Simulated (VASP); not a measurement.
# InSe (R3m) in VASP: single point with PBE+D3(BJ)

Aim: the single point of InSe with PBE+D3(BJ).

The COD entry that gives the cell may itself be a prediction, so a difference from it is no test against experiment.

All numbers are computed with VASP 6.6.1; they aren't measurements. Logs are shortened: lines on timing, memory, paths and dates and some standing lists are left out, and cuts for length are marked.

**Experimental background.**

“The Interaction of Hydrogen with the van der Waals Crystal γ-InSe”, 2020, pmc:7321205 reports, for a bulk crystal of InSe at 300 K: band gap 1.25 eV.

How close the calculation comes is told below.

## Step 1: Starting point

Symmetry: R3m, No. 160, trigonal system. The conventional cell has a = 4.000 Å, b = 4.000 Å, c = 24.950 Å, α = 90.00°, β = 90.00°, γ = 120.00°. In (site symmetry 3m) has 3 Se at 2.64 Å and 1 In at 2.80 Å as nearest neighbours. Around In (site symmetry 3m) lie 3 Se at 2.64 Å and 1 In at 2.80 Å. Se (site symmetry 3m) has 3 In at 2.64 Å as nearest neighbours. Se (site symmetry 3m) has 3 In at 2.64 Å as nearest neighbours.

## Step 2: Single point, PBE+D3(BJ)

Contents of INCAR:

```
SYSTEM = InSe
PREC = Accurate ; ENCUT = 520
EDIFF = 1E-6 ; ISMEAR = 0
SIGMA = 0.1 ; LREAL = .FALSE.
LASPH = .TRUE. ; NELM = 100
ALGO = Normal ; ISIF = 2
LWAVE = .FALSE. ; LCHARG = .FALSE.
GGA = PE ; IVDW = 12
NBANDS = 27
```

Contents of KPOINTS:

```
regular mesh
0
G
  6 6 6
  0 0 0
```

Contents of POSCAR:

```
InSe
1.0
    1.9999996503      1.1547003365      8.3166700000
   -1.9999996503      1.1547003365      8.3166700000
    0.0000000000     -2.3094006730      8.3166700000
In Se
2 2
Direct
    0.0000000000      0.0000000000      0.0000000000
    0.1122000000      0.1122000000      0.1122000000
    0.6155000000      0.6155000000      0.6155000000
    0.8300000000      0.8300000000      0.8300000000
```

Potentials or basis: VASP PAW PBE potentials, release 64 (In_d, Se).

On the command line:

```console
$ cat potpaw_PBE.64/In_d/POTCAR potpaw_PBE.64/Se/POTCAR > POTCAR
$ mpirun -np 1 vasp_std > vasp.out
```

OUTCAR:

```text
SYSTEM = InSe
   PREC = Accurate
   ENCUT = 520
   EDIFF = 1E-6
   ISMEAR = 0
   LREAL = .FALSE.
   LASPH = .TRUE.
   NELM = 100
   ISIF = 2
   GGA = PE
   IVDW = 12
 IVDW          = 12

 ion  position               nearest neighbor table
   1  0.000  0.000  0.000-   3 2.64   3 2.64   3 2.64   2 2.80
   2  0.112  0.112  0.112-   4 2.64   4 2.64   4 2.64   1 2.80
   3  0.615  0.615  0.615-   1 2.64   1 2.64   1 2.64
   4  0.830  0.830  0.830-   2 2.64   2 2.64   2 2.64

  LATTYP: Found a trigonal (rhomboedric) cell.
 ALAT       =     8.6313574458
 COS(alpha) =     0.8926179648

  Lattice vectors:

 A1 = (   1.9999996503,   1.1547003365,   8.3166700000)
 A2 = (  -1.9999996503,   1.1547003365,   8.3166700000)
 A3 = (   0.0000000000,  -2.3094006730,   8.3166700000)

Analysis of symmetry for initial positions (statically):
=====================================================================
 Subroutine PRICEL returns:
 Original cell was already a primitive cell.

 Routine SETGRP: Setting up the symmetry group for a
 trigonal (rhombohedral) supercell.

 Subroutine GETGRP returns: Found  6 space group operations
 (whereof  6 operations were pure point group operations)
 out of a pool of 12 trial point group operations.

The static configuration has the point symmetry C_3v.

Analysis of symmetry for dynamics (positions and initial velocities):
=====================================================================
 Subroutine PRICEL returns:
 Original cell was already a primitive cell.

 Routine SETGRP: Setting up the symmetry group for a
 trigonal (rhombohedral) supercell.

 Subroutine GETGRP returns: Found  6 space group operations
 (whereof  6 operations were pure point group operations)
 out of a pool of 12 trial point group operations.

The dynamic configuration has the point symmetry C_3v.

 Subroutine INISYM returns: Found  6 space group operations
 (whereof  6 operations are pure point group operations),
 and found     1 'primitive' translations

----------------------------------------------------------------------------------------

                                     Primitive cell

  volume of cell :     115.2391

  direct lattice vectors                    reciprocal lattice vectors
     1.999999650  1.154700336  8.316670000     0.250000044  0.144337593  0.040080144
    -1.999999650  1.154700336  8.316670000    -0.250000044  0.144337593  0.040080144
     0.000000000 -2.309400673  8.316670000     0.000000000 -0.288675185  0.040080144

  length of vectors
     8.631357446  8.631357446  8.631357446     0.291444301  0.291444301  0.291444301

  position of ions in fractional coordinates (direct lattice)
     0.000000000  0.000000000  0.000000000
     0.112200000  0.112200000  0.112200000
     0.615500000  0.615500000  0.615500000
     0.830000000  0.830000000  0.830000000

  ion indices of the primitive-cell ions
   primitive index   ion index
                 1           1
                 2           2
                 3           3
                 4           4

----------------------------------------------------------------------------------------

 KPOINTS: regular mesh

Automatic generation of k-mesh.
 Grid dimensions read from file:
 generate k-points for:    6    6    6

 Generating k-lattice:

  Cartesian coordinates                     Fractional coordinates (reciprocal lattice)
     0.041666674  0.024056265  0.006680024     0.166666667  0.000000000  0.000000000
    -0.041666674  0.024056265  0.006680024     0.000000000  0.166666667  0.000000000
     0.000000000 -0.048112531  0.006680024     0.000000000  0.000000000  0.166666667

  Length of vectors
     0.048574050  0.048574050  0.048574050

  Shift w.r.t. Gamma in fractional coordinates (k-lattice)
     0.000000000  0.000000000  0.000000000

 Subroutine IBZKPT returns following result:
 ===========================================

 Found     32 irreducible k-points:

 Following reciprocal coordinates:
            Coordinates               Weight
  0.000000  0.000000  0.000000      1.000000
  0.166667  0.000000  0.000000      6.000000
  0.333333 -0.000000  0.000000      6.000000
  0.500000  0.000000  0.000000      3.000000
  0.166667  0.166667  0.000000      6.000000
  0.333333  0.166667  0.000000     12.000000
[... 16 lines left out ...]
  0.500000  0.500000  0.166667      6.000000
 -0.333333  0.500000  0.166667     12.000000
 [... further k-points ...]
   k-points           NKPTS =     32   k-points in BZ     NKDIM =     32   number of bands    NBANDS=     27
   number of dos      NEDOS =    301   number of ions     NIONS =      4
   total plane-waves  NPLWV = 262144
   dimension x,y,z NGX =    64 NGY =   64 NGZ =   64
   dimension x,y,z NGXF=   128 NGYF=  128 NGZF=  128
   ions per type =               2   2
   NGX,Y,Z   is equivalent  to a cutoff of  12.33, 12.33, 12.33 a.u.
   NGXF,Y,Z  is equivalent  to a cutoff of  24.65, 24.65, 24.65 a.u.
 SYSTEM =  InSe
   PREC   = accura    normal or accurate (medium, high low for compatibility)
   ISTART =      0    job   : 0-new  1-cont  2-samecut
   ICHARG =      2    charge: 1-file 2-atom 10-const
   ISPIN  =      1    spin polarized calculation?
   LNONCOLLINEAR =      F non collinear calculations
   LSORBIT =      F    spin-orbit coupling
   LASPH  =      T    aspherical Exc in radial PAW
   ENCUT  =  520.0 eV  38.22 Ry    6.18 a.u.  16.05 16.05 16.05*2*pi/ulx,y,z
   NELM   =    100;   NELMIN=  2; NELMDL= -5     # of ELM steps
   EDIFF  = 0.1E-05   stopping-criterion for ELM
   LREAL  =      F    real-space projection
   EDIFFG = 0.1E-04   stopping-criterion for IOM
   NSW    =      0    number of steps for IOM
   IBRION =     -1    ionic relax: 0-MD 1-quasi-New 2-CG
   NFREE  =      0    steps in history (QN), initial steepest desc. (CG)
   ISIF   =      2    stress and relaxation
   ISYM   =      2    0-nonsym 1-usesym 2-fastsym
   POTIM  = 0.5000    time-step for ionic-motion
   TEBEG  =    0.0;   TEEND  =   0.0 temperature during run
   PSTRESS=    0.0 pullay stress
   NELECT =      38.0000    total number of electrons
   NUPDOWN=      -1.0000    fix difference up-down
   EMIN   =  10.00;   EMAX   =-10.00  energy-range for DOS
   EFERMI =   0.00;   METHOD = LEGACY
   ISMEAR =     0;   SIGMA  =   0.10  broadening in eV -4-tet -1-fermi 0-gaus
   EFERMI_NEDOS =   21; number of points for ismear=-14 and -15
   IALGO  =     38    algorithm
   IMIX   =      4    mixing-type and parameters
     AMIX     =   0.40;   BMIX     =  1.00
     AMIX_MAG =   1.60;   BMIX_MAG =  1.00
  volume/ion in A,a.u.               =      28.81       194.42
  Fermi-wavevector in a.u.,A,eV,Ry     =   1.131018  2.137313 17.404585  1.279201
  Thomas-Fermi vector in A             =   2.267716
   LORBIT       =      0    0 simple, 1 ext, 2 COOP (PROOUT), +10 PAW based schemes
   GGA     = PE    functional components
   LHFCALC =     F    Hartree Fock is set to
   AEXX    =    0.0000 exact exchange contribution
   IVDW    =    12    specifies the selected vdW correction
   LEPSILON=     F    determine dielectric tensor
   LRPA    =     F    only Hartree local field effects (RPA)
 non-spin polarized calculation
 Gauss-broadening in eV      SIGMA  =   0.10
  energy-cutoff  :      520.00
  volume of cell :      115.24
 maximum number of plane-waves:      3139
   NGX = 33   NGY = 33   NGZ = 33

 number of electron      37.9999996 magnetization

 Free energy of the ion-electron system (eV)
  ---------------------------------------------------
  ext. energy  EPLUGINS =         0.00000000
  ---------------------------------------------------
  free energy    TOTEN  =       -14.11797976 eV

  energy without entropy =      -14.11796557  energy(sigma->0) =      -14.11797267

 E-fermi :   4.4786     XC(G=0):  -8.9860

 val. band max:        4.2887188016   @ k =   0.5000   0.5000   0.5000
 cond. band min:       4.6684909853   @ k =   0.5000   0.5000   0.5000
 fundamental gap:      0.3797721837
 Fermi energy:         4.4786049098

 k-point     1 :       0.0000    0.0000    0.0000
  band No.  band energies     occupation
      1     -10.5596      2.00000
      2     -10.3791      2.00000
      3     -10.3791      2.00000
      4     -10.3000      2.00000
      5     -10.3000      2.00000
      6     -10.2836      2.00000
[... 19 lines left out ...]
     26       9.7258      0.00000
     27      11.8619      0.00000

 k-point     2 :       0.1667    0.0000    0.0000
  band No.  band energies     occupation
      1     -10.5705      2.00000
      2     -10.4656      2.00000
      3     -10.4026      2.00000
      4     -10.3745      2.00000
      5     -10.2907      2.00000
      6     -10.2807      2.00000
[... 19 lines left out ...]
     26      10.2872      0.00000
     27      11.1322      0.00000

 k-point     3 :       0.3333   -0.0000    0.0000
  band No.  band energies     occupation
      1     -10.6633      2.00000
      2     -10.5476      2.00000
      3     -10.4982      2.00000
      4     -10.3726      2.00000
      5     -10.3050      2.00000
      6     -10.2425      2.00000
[... 19 lines left out ...]
     26      10.9281      0.00000
     27      11.4819      0.00000

 k-point     4 :       0.5000    0.0000    0.0000
  band No.  band energies     occupation
      1     -10.7138      2.00000
      2     -10.6050      2.00000
      3     -10.4944      2.00000
      4     -10.3738      2.00000
      5     -10.3120      2.00000
      6     -10.2240      2.00000
[... 19 lines left out ...]
     26      10.6857      0.00000
     27      11.1775      0.00000

 k-point     5 :       0.1667    0.1667    0.0000
  band No.  band energies     occupation
      1     -10.5701      2.00000
      2     -10.4647      2.00000
      3     -10.4038      2.00000
      4     -10.3747      2.00000
      5     -10.2907      2.00000
      6     -10.2806      2.00000
[... 19 lines left out ...]
     26      10.2330      0.00000
     27      11.2059      0.00000

 k-point     6 :       0.3333    0.1667    0.0000
  band No.  band energies     occupation
      1     -10.6296      2.00000
      2     -10.5162      2.00000
      3     -10.4972      2.00000
      4     -10.3773      2.00000
      5     -10.2955      2.00000
      6     -10.2573      2.00000
[... 444 lines left out ...]
      1     -10.6952      2.00000
      2     -10.6044      2.00000
      3     -10.4939      2.00000
      4     -10.3855      2.00000
      5     -10.2984      2.00000
      6     -10.2361      2.00000
[... 19 lines left out ...]
     26      11.0744      0.00000
     27      11.8706      0.00000

 k-point    22 :      -0.1667    0.3333    0.1667
  band No.  band energies     occupation
      1     -10.6992      2.00000
      2     -10.5996      2.00000
      3     -10.4946      2.00000
      4     -10.3854      2.00000
      5     -10.2984      2.00000
      6     -10.2360      2.00000
[... 19 lines left out ...]
     26      11.3969      0.00000
     27      11.9909      0.00000

 k-point    23 :       0.5000    0.5000    0.1667
  band No.  band energies     occupation
      1     -10.6521      2.00000
      2     -10.5617      2.00000
      3     -10.4956      2.00000
      4     -10.3732      2.00000
      5     -10.3049      2.00000
      6     -10.2423      2.00000
[... 19 lines left out ...]
     26      11.2371      0.00000
     27      11.6132      0.00000

 k-point    24 :      -0.3333    0.5000    0.1667
  band No.  band energies     occupation
      1     -10.6926      2.00000
      2     -10.6073      2.00000
      3     -10.4936      2.00000
      4     -10.3856      2.00000
      5     -10.2984      2.00000
      6     -10.2360      2.00000
[... 19 lines left out ...]
     26      11.4261      0.00000
     27      11.8744      0.00000

 [... further k-points ...]

------------------------ aborting loop because EDIFF is reached ----------------------------------------

 Edisp (eV)   -1.21964

 E8    (eV) :    -0.5593

  FORCE on cell =-STRESS in cart. coord.  units (eV):
  Direction    XX          YY          ZZ          XY          YZ          ZX
  --------------------------------------------------------------------------------------
  -------------------------------------------------------------------------------------
  Total       1.01556     1.01556     0.39798     0.00000     0.00000     0.00000
  in kB      14.11938    14.11938     5.53321     0.00000     0.00000     0.00000
  external pressure =       11.26 kB  Pullay stress =        0.00 kB

 VOLUME and BASIS-vectors are now :
 -----------------------------------------------------------------------------
  energy-cutoff  :      520.00
  volume of cell :      115.24
      direct lattice vectors                 reciprocal lattice vectors
     1.999999650  1.154700336  8.316670000     0.250000044  0.144337593  0.040080144
    -1.999999650  1.154700336  8.316670000    -0.250000044  0.144337593  0.040080144
     0.000000000 -2.309400673  8.316670000     0.000000000 -0.288675185  0.040080144

 POSITION                                       TOTAL-FORCE (eV/Angst)
 -----------------------------------------------------------------------------------
      0.00000      0.00000      0.00000         0.000000      0.000000      0.238047
      0.00000      0.00000      2.79939         0.000000      0.000000     -0.230580
      0.00000      0.00000     15.35673         0.000000     -0.000000     -0.200434
      0.00000      0.00000     20.70851         0.000000      0.000000      0.192967
 -----------------------------------------------------------------------------------
    total drift:                                0.000000     -0.000000     -0.000278

  FREE ENERGIE OF THE ION-ELECTRON SYSTEM (eV)
  ---------------------------------------------------
  free  energy   TOTEN  =       -15.3376174694 eV

  energy  without entropy=      -15.3376032763  energy(sigma->0) =      -15.33761037
```

It took 3.3 min on 1 thread of Intel Xeon 6975P-C (Granite Rapids), shared host; peak memory 0.53 GiB.

Results:

- Free energy: -15.3376 eV
- Pressure: 1.1 GPa
- Largest force: 0.238 eV/Å
- Band gap on the k mesh: 0.38 eV, direct
- Dispersion energy per atom: -0.305 eV

Forces in eV/Å, atoms in the order of the input:
```
In   0.000  0.000  0.238
In   0.000  0.000 -0.231
Se   0.000  0.000 -0.200
Se   0.000  0.000  0.193
```

Stress tensor (GPa, compression positive):
```
1.41 0.00 0.00
0.00 1.41 0.00
0.00 0.00 0.55
```

Levels at points of the mesh, in eV from the valence-band top:
```tsv
k point	band 16	band 17	band 18	band 19	band 20	band 21	band 22	band 23
(0.00, 0.00, 0.00)	-1.37	-1.37	-1.24	-1.24	1.74	2.07	4.33	4.33
(0.50, 0.00, 0.00)	-2.47	-2.41	-2.25	-1.70	1.12	1.96	3.63	3.97
(0.50, 0.50, 0.00)	-2.73	-2.57	-2.06	-1.54	1.10	1.97	3.27	3.53
(0.50, 0.50, 0.50)	-1.44	-1.16	-1.16	0.00	0.38	2.14	4.24	4.24
```

Caveat: spin-orbit coupling is left out, which moves the levels of the heavy elements.

## Step 3: Comparison with measurements

Step 2. A measured gap of InSe is 1.25 eV (300 K; “The Interaction of Hydrogen with the van der Waals Crystal γ-InSe”, 2020, pmc:7321205); the calculated 0.38 eV misses it by -0.87 eV. Spin-orbit coupling on In, Se is left out. The value is that of PBE+D3(BJ) on a finite k mesh, which can miss the band edges, without temperature or zero-point motion. Semilocal functionals fall short of measured gaps as a rule.
